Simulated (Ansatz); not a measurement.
## AlN: zone-centre modes under pressure

AlN, F-43m, a = 4.403 Å. This isn't the usual stable structure of the compound. Ansatz: PBE, PAW, 420 eV, Γ-centred 10×10×10 mesh on 2 atoms, fixed occupations; no spin polarisation. Cell and atoms are relaxed at each pressure with the symmetry kept; optical modes at Γ by linear response, in cm⁻¹, the highest, without the LO field. The real crystal is known to change phase within this range, so the rows at high pressure are metastable.

| P (GPa) | V (Å³/atom) | ω1 |
| --- | --- | --- |
| 0 | 10.671 | 634.7 |
| 5 | 10.411 | 657.6 |
| 11 | 10.134 | 683.2 |
| 22 | 9.705 | ? |

Q: Get the mode's Grüneisen parameter γ = −d ln ω/d ln V from the other rows and predict the missing frequency.

A: ln(V/V0) = 0.0000, -0.0247, -0.0516, -0.0949; a line through ln(ω/ω0) of the 3 known rows gives ω1: γ = 1.427, predicted 726.8, computed 725.6. The miss is 0.2 %, or 1 % of the shift under pressure, so a constant γ serves at that level.

Cost: 4 runs of about 0.73 core-minutes in all, on AMD EPYC 9R45 (Zen 5) (shared hosts).